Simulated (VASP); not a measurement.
Wanted: the native input for a VASP 6.6.1 run.

```
Task                   : relaxation of cell and atoms
Functional             : PBE
Dispersion             : D3(BJ)
Potentials or basis    : VASP PAW PBE potentials, release 64 (W_sv, S)
Cutoff                 : 600 eV
k mesh                 : 12 × 12 × 3
Occupations            : gaussian, width 0.03 eV
Spin                   : no spin polarisation
Further INCAR settings : ALGO = Normal; EDIFF = 1e-07; IBRION = 2; EDIFFG = -0.005; NSW = 90; ISIF = 3
```

The structure of WS2 lies in POSCAR:

```
WS2                                     
1.0
    3.1550962674     -0.0000000000     -0.0000000000
   -1.5775481337      2.7323935150      0.0000000000
   -0.0000000000      0.0000000000     12.1413694379
  W               S             
     2     4
Direct
     0.3333333300000021    0.6666666699999979    0.2500000000000000
     0.6666666699999979    0.3333333300000021    0.7500000000000000
     0.3333333300000021    0.6666666699999979    0.6203170162722264
     0.6666666699999979    0.3333333300000021    0.1203170162722267
     0.3333333300000021    0.6666666699999979    0.8796829837277736
     0.6666666699999979    0.3333333300000021    0.3796829837277734
```

These files were run (other wordings do the same):

INCAR

```
SYSTEM = WS2
ALGO = Normal
EDIFF = 1E-7
EDIFFG = -0.005
ENCUT = 600
GGA = PE
IBRION = 2
ISIF = 3
ISMEAR = 0
IVDW = 12
KPAR = 2
LASPH = .True.
LCHARG = .False.
LREAL = .False.
LWAVE = .False.
NELM = 80
NSW = 90
PREC = Accurate
SIGMA = 0.03
```

KPOINTS

```
k-points
0
Gamma
  12 12 3
  0 0 0
```

Potentials or basis: VASP PAW PBE potentials, release 64 (W_sv, S).

Command:

```sh
$ cat potpaw_PBE.64/W_sv/POTCAR potpaw_PBE.64/S/POTCAR > POTCAR
$ mpirun -np 2 vasp_std > vasp.out
```

It gave:

- Relaxed volume: 17.44 Å³/atom
- Relaxed cell: a = 3.154 Å, b = 3.154 Å, c = 12.142 Å, α = 90.00°, β = 90.00°, γ = 120.00°
- Space group after relaxing (to 0.05 Å): P6_3/mmc (No. 194)
- Energy gained by relaxing: 0.0 meV/atom
- Ionic steps: 6
- Pressure after relaxing: 0.0 GPa
- Band gap on the k mesh: 0.91 eV, indirect (least direct gap 1.83 eV)
- Dispersion energy per atom: -0.435 eV

Caveat: spin-orbit coupling is left out, which moves the levels of the heavy elements; an odd mesh through Γ misses points on the zone boundary, where band edges often lie.

Run time: 5.3 min on 2 MPI ranks on AMD EPYC 7R43 64-Core Processor (Zen 3), with other jobs on the host, peak memory 0.3 GiB a rank.
